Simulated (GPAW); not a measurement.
# ZrO2 (P4_2/nmc) in GPAW: convergence with smearing function

Aim: find how far smearing function must go before the results for ZrO2 settle, at LDA. This setting moves, with any that are tied to it; all else stays.

All numbers are computed with GPAW 26.7.0; they aren't measurements. Logs are shortened: lines on timing, memory, paths and dates and some standing lists are left out, and cuts for length are marked. The log counts tension as positive stress, the text compression.

## 1. Starting point

Symmetry: P4_2/nmc, No. 137, tetragonal system. Conventional cell: a = 3.596 Å, b = 3.596 Å, c = 5.177 Å, α = 90.00°, β = 90.00°, γ = 90.00°. Around Zr (site symmetry -4m2) lie 8 O at 2.08 to 2.37 Å. Around O (site symmetry 2mm) lie 4 Zr at 2.08 to 2.37 Å.

## 2. With smearing function fermi-dirac

run.py reads:

```python
from ase.dft.bandgap import bandgap
from ase.io import read, write
from ase.units import GPa
from gpaw import GPAW, PW

atoms = read('POSCAR')

calc = GPAW(mode=PW(800),
            xc='LDA',
            kpts={'size': (5, 5, 3), 'gamma': True},
            occupations={'name': 'fermi-dirac', 'width': 0.1},
            nbands=43,
            convergence={'density': 1e-05, 'energy': 1e-05},
            maxiter=100,
            txt='gpaw.txt')
atoms.calc = calc
energy = atoms.get_potential_energy()
forces = atoms.get_forces()
stress = atoms.get_stress()
calc.write('gs.gpw')
write('result.traj', atoms)
print(f'Energy: {energy:.6f} eV')
print('Forces (eV/A):')
print(forces.round(4))
print('Stress (GPa):', (stress / GPa).round(3))
print('Fermi level:', round(calc.get_fermi_level(), 4), 'eV')
print(f'Gap: {bandgap(calc)[0]:.4f} eV, direct: {bandgap(calc, direct=True)[0]:.4f} eV')
```

POSCAR reads:

```
ZrO2
1.0
    3.5961000000      0.0000000000      0.0000000000
    0.0000000000      3.5961000000      0.0000000000
    0.0000000000      0.0000000000      5.1770000000
Zr O
2 4
Direct
    0.5000000000      0.5000000000      0.5000000000
    0.0000000000      0.0000000000      0.0000000000
    0.5000000000      0.0000000000      0.7970000000
    0.5000000000      0.0000000000      0.2970000000
    0.0000000000      0.5000000000      0.7030000000
    0.0000000000      0.5000000000      0.2030000000
```

Potentials or basis: the program's PAW data sets (release 1.2.1) made for this functional, pw.

Command:

```sh
$ OMP_NUM_THREADS=1 python run.py
```

gpaw.txt:

```text
__  _  _
 | _ |_)|_||  |
 |__||  | ||/\| - 26.7.0

Input parameters:
  mode=PW(ecut=800.0),
  convergence={'density': 1e-05, 'energy': 1e-05},
  kpts=MonkhorstPack(size=(5, 5, 3), gamma=True),
  maxiter=100,
  nbands=43,
  occupations=Occupations(name='fermi-dirac', width=0.1),
  xc=XC(name='LDA')

Diagonalizing LCAO Hamiltonian
Converting LCAO to pw mode
   .--------.
  /|        |
 * |        |
 |O| O      |
 | |   Zr   |
 | |        |
 |O.-O------.
 |/        /
 Zr-------*

Atoms  # Å, Bohr magnetons
|   | symbol |        x |        y |        z |    initial magnetic moments |
|---|--------|----------|----------|----------|-----------------------------|
| 0 |     Zr | 1.798050 | 1.798050 | 2.588500 | ( 0.0000,  0.0000,  0.0000) |
| 1 |     Zr | 0.000000 | 0.000000 | 0.000000 | ( 0.0000,  0.0000,  0.0000) |
| 2 |      O | 1.798050 | 0.000000 | 4.126069 | ( 0.0000,  0.0000,  0.0000) |
| 3 |      O | 1.798050 | 0.000000 | 1.537569 | ( 0.0000,  0.0000,  0.0000) |
| 4 |      O | 0.000000 | 1.798050 | 3.639431 | ( 0.0000,  0.0000,  0.0000) |
| 5 |      O | 0.000000 | 1.798050 | 1.050931 | ( 0.0000,  0.0000,  0.0000) |

Unit cell  # Å
| periodic |        x |        y |        z |  lengths |    angles |
|----------|----------|----------|----------|----------|-----------|
|      yes | 3.596100 | 0.000000 | 0.000000 | 3.596100 | 90.000000 |
|      yes | 0.000000 | 3.596100 | 0.000000 | 3.596100 | 90.000000 |
|      yes | 0.000000 | 0.000000 | 5.177000 | 5.177000 | 90.000000 |

Number of symmetries: 8
Symmetry operations  # r_c * U_cc + t_c -> r_c
|   | kind |            matrix            |
|---|------|------------------------------|
| 0 |  E   |  1, 0, 0,  0, 1, 0,  0, 0, 1 |
| 1 |  σ   |  1, 0, 0,  0,-1, 0,  0, 0, 1 |
| 2 |  C2  |  0, 1, 0,  1, 0, 0,  0, 0,-1 |
| 3 |  S4  |  0, 1, 0, -1, 0, 0,  0, 0,-1 |
| 4 |  S4  |  0,-1, 0,  1, 0, 0,  0, 0,-1 |
[... 115 lines left out ...]
  Backstep threshold: 4.0
  History deletion threshold: 6.0
  Fourier metric: weight=20.0, sigma=0.015

occupation numbers:
  Fermi-Dirac:
    width: 0.1000  # eV

poisson solver:
  ecut: 6400.0  # eV

xc functional:
  name: None

convergence criteria:
- Maximum integral of absolute [dens]ity change: 1e-05 electrons / valence electron
- Maximum [total energy] change in last 3 cyles: 1e-05 eV / valence electron
- Maximum integral of absolute [eigenst]ate change: 4e-08 eV^2 / valence electron
maximum number of iterations: 100

SCF iterations
|iter     | |      energy | eigst |  dens |
|---------|-|-------------|-------|-------|
|iter:   1| |  -69.702047 | +0.30 |       |
|iter:   2| |  -67.493585 | -1.31 | -0.81 |
|iter:   3| |  -61.958379 | -0.63 | -0.87 |
|iter:   4| |  -61.895848 | -2.30 | -1.48 |
|iter:   5| |  -61.875216 | -2.98 | -1.73 |
|iter:   6| |  -61.873477 | -3.94 | -2.67 |
|iter:   7| |  -61.873484 | -5.55 | -3.33 |
|iter:   8| |  -61.873476c| -5.99 | -3.68 |
|iter:   9| |  -61.873475c| -7.16 | -3.96 |
|iter:  10| |  -61.873475c| -7.54c| -4.90 |
|iter:  11| |  -61.873475c| -8.37c| -5.42c|

Converged in 11 steps
Energy contributions relative to reference atoms: (reference = -203684.757664)

Energy contributions:
  Kinetic:          41.494441
  Coulomb:         -50.989605
  Zero:              1.150213
  External:          0.000000
  Xc:              -53.528523
  Entropy:          -0.000000
  Spinorbit:         0.000000
  ----------------------------
  Free energy:     -61.873475
  Extrapolated:    -61.873475

dipole moment: (-33.285365, -33.285365, -18.968110)  # |e|*Ang

Fermi level: 9.106
Eigenvalues  # (at kpt = [0.000, 0.000, 0.000])
| band index |      eig [eV] | occ [0-2] |
|------------|---------------|-----------|
|          0 |       -40.219 |     2.000 |
|        ... |               |           |
|         16 |         4.515 |     2.000 |
|         17 |         4.515 |     2.000 |
|         18 |         5.738 |     2.000 |
|         19 |         5.738 |     2.000 |
|         20 |         6.451 |     2.000 |
|         21 |         6.889 |     2.000 |
[... 8 lines left out ...]
|         30 |        15.007 |     0.000 |
|         31 |        15.007 |     0.000 |
|        ... |               |           |
|         42 |        24.152 |     0.000 |

Gap: 3.906 eV
Transition (v -> c):
  (s=0, k=4, n=23, [0.20, 0.20, 0.00]) -> (s=0, k=0, n=24, [0.00, 0.00, 0.00])
Direct/indirect transitions are different
Direct gap: 4.021 eV
Transition at: (s=0, k=0, n=23, [0.00, 0.00, 0.00])

Forces  # eV/Ang
|       x |       y |        z |
|---------|---------|----------|
| 0.00000 | 0.00000 |  0.00000 |  # Zr   0
| 0.00000 | 0.00000 |  0.00000 |  # Zr   1
| 0.00000 | 0.00000 |  0.18544 |  # O    2
| 0.00000 | 0.00000 |  0.18550 |  # O    3
| 0.00000 | 0.00000 | -0.18550 |  # O    4
| 0.00000 | 0.00000 | -0.18544 |  # O    5

Stress tensor  # eV/Ang^3
|        x |        y |        z |
|----------|----------|----------|
| 0.068405 | 0.000000 | 0.000000 |
| 0.000000 | 0.068405 | 0.000000 |
| 0.000000 | 0.000000 | 0.058925 |

# Writing to gs.gpw (mode='')
```

Run time: 39 s. Hardware: 1 thread of Arm Neoverse V1, shared host; peak memory 0.21 GiB.

What came out:

| Item | Value |
| --- | --- |
| Free energy | -61.8735 eV |
| Pressure | -10.5 GPa |
| Largest force | 0.186 eV/Å |
| Band gap on the k mesh | 3.91 eV, indirect (least direct gap 4.02 eV) |

## 3. With smearing function gaussian

Edit run.py of step 2 so:

```diff
@@ -10,3 +10,3 @@
             kpts={'size': (5, 5, 3), 'gamma': True},
-            occupations={'name': 'fermi-dirac', 'width': 0.1},
+            occupations={'name': 'methfessel-paxton', 'order': 0, 'width': 0.1},
             nbands=43,
```

POSCAR is that of step 2.

Potentials or basis: the program's PAW data sets (release 1.2.1) made for this functional, pw.

Command:

```sh
$ OMP_NUM_THREADS=1 python run.py
```

Wall time 39 s (1 thread of Arm Neoverse V1, shared host); peak memory 0.21 GiB.

The run converged. Its results:

| Item | Value |
| --- | --- |
| Free energy | -61.8735 eV |
| Pressure | -10.5 GPa |
| Largest force | 0.186 eV/Å |
| Band gap on the k mesh | 3.91 eV, indirect (least direct gap 4.02 eV) |

## 4. With smearing function marzari-vanderbilt

Edit run.py of step 3 so:

```diff
@@ -10,3 +10,3 @@
             kpts={'size': (5, 5, 3), 'gamma': True},
-            occupations={'name': 'methfessel-paxton', 'order': 0, 'width': 0.1},
+            occupations={'name': 'marzari-vanderbilt', 'width': 0.1},
             nbands=43,
```

POSCAR is that of step 3.

Command:

```sh
$ OMP_NUM_THREADS=1 python run.py
```

Run time: 41 s. Hardware: 1 thread of Arm Neoverse V1, shared host; peak memory 0.21 GiB.

Results (log left out):

- Free energy: -61.8735 eV
- Pressure: -10.5 GPa
- Largest force: 0.186 eV/Å
- Band gap on the k mesh: 3.91 eV, indirect (least direct gap 4.02 eV)

## 5. With smearing function methfessel-paxton

Edit run.py of step 4 so:

```diff
@@ -10,3 +10,3 @@
             kpts={'size': (5, 5, 3), 'gamma': True},
-            occupations={'name': 'marzari-vanderbilt', 'width': 0.1},
+            occupations={'name': 'methfessel-paxton', 'width': 0.1, 'order': 1},
             nbands=43,
```

POSCAR is that of step 4.

Command:

```sh
$ OMP_NUM_THREADS=1 python run.py
```

It took 38 s on 1 thread of Arm Neoverse V1, shared host; peak memory 0.22 GiB.

Results (log left out):

- Free energy: -61.8735 eV
- Pressure: -10.5 GPa
- Largest force: 0.186 eV/Å
- Band gap on the k mesh: 3.91 eV, indirect (least direct gap 4.02 eV)

## 6. With smearing function tetrahedron-method

Edit run.py of step 5 so:

```diff
@@ -10,3 +10,3 @@
             kpts={'size': (5, 5, 3), 'gamma': True},
-            occupations={'name': 'methfessel-paxton', 'width': 0.1, 'order': 1},
+            occupations={'name': 'tetrahedron-method'},
             nbands=43,
```

POSCAR is that of step 5.

Potentials or basis: the program's PAW data sets (release 1.2.1) made for this functional, pw.

Command:

```sh
$ OMP_NUM_THREADS=1 python run.py
```

Run time: 37 s. Hardware: 1 thread of Arm Neoverse V1, shared host; peak memory 0.22 GiB.

Results (log left out):

- Free energy: -61.8735 eV
- Pressure: -10.5 GPa
- Largest force: 0.186 eV/Å
- Band gap on the k mesh: 3.91 eV, indirect (least direct gap 4.02 eV)

## 7. With smearing function improved-tetrahedron-method

Edit run.py of step 6 so:

```diff
@@ -10,3 +10,3 @@
             kpts={'size': (5, 5, 3), 'gamma': True},
-            occupations={'name': 'tetrahedron-method'},
+            occupations={'name': 'improved-tetrahedron-method'},
             nbands=43,
```

POSCAR is that of step 6.

Command:

```sh
$ OMP_NUM_THREADS=1 python run.py
```

It took 38 s on 1 thread of Arm Neoverse V1, shared host; peak memory 0.22 GiB.

The run converged. Its results:

```yaml
Free_energy: -61.8735 eV
Pressure: -10.5 GPa
Largest_force: 0.186 eV/Å
Band_gap_on_the_k_mesh: 3.91 eV, indirect (least direct gap 4.02 eV)
```

## 8. With smearing function fixed

Edit run.py of step 7 so:

```diff
@@ -10,3 +10,3 @@
             kpts={'size': (5, 5, 3), 'gamma': True},
-            occupations={'name': 'improved-tetrahedron-method'},
+            occupations={'width': 0.0},
             nbands=43,
```

POSCAR is that of step 7.

Command:

```sh
$ OMP_NUM_THREADS=1 python run.py
```

Run time: 38 s. Hardware: 1 thread of Arm Neoverse V1, shared host; peak memory 0.22 GiB.

It converged, with:

* Free energy: -61.8735 eV
* Pressure: -10.5 GPa
* Largest force: 0.186 eV/Å
* Band gap on the k mesh: 3.91 eV, indirect (least direct gap 4.02 eV)

## 9. Summary

| smearing function | energy less the tightest run, at zero smearing (meV/atom) | SCF cycles | CPU time (s) | peak memory (GiB) |
| --- | --- | --- | --- | --- |
| fermi-dirac | 0.00 | 11 | 39 | 0.21 |
| gaussian | 0.00 | 11 | 39 | 0.21 |
| marzari-vanderbilt | 0.00 | 11 | 41 | 0.21 |
| methfessel-paxton | 0.00 | 11 | 38 | 0.22 |
| tetrahedron-method | 0.00 | 11 | 37 | 0.22 |
| improved-tetrahedron-method | 0.00 | 11 | 38 | 0.22 |
| fixed | 0.00 | 11 | 38 | 0.22 |

Against the tightest run, the energy stays within 1 meV/atom from fermi-dirac on. The tightest run that finished is the yardstick and may itself not be fully converged.

Caveats: an odd mesh through Γ misses points on the zone boundary, where band edges often lie.
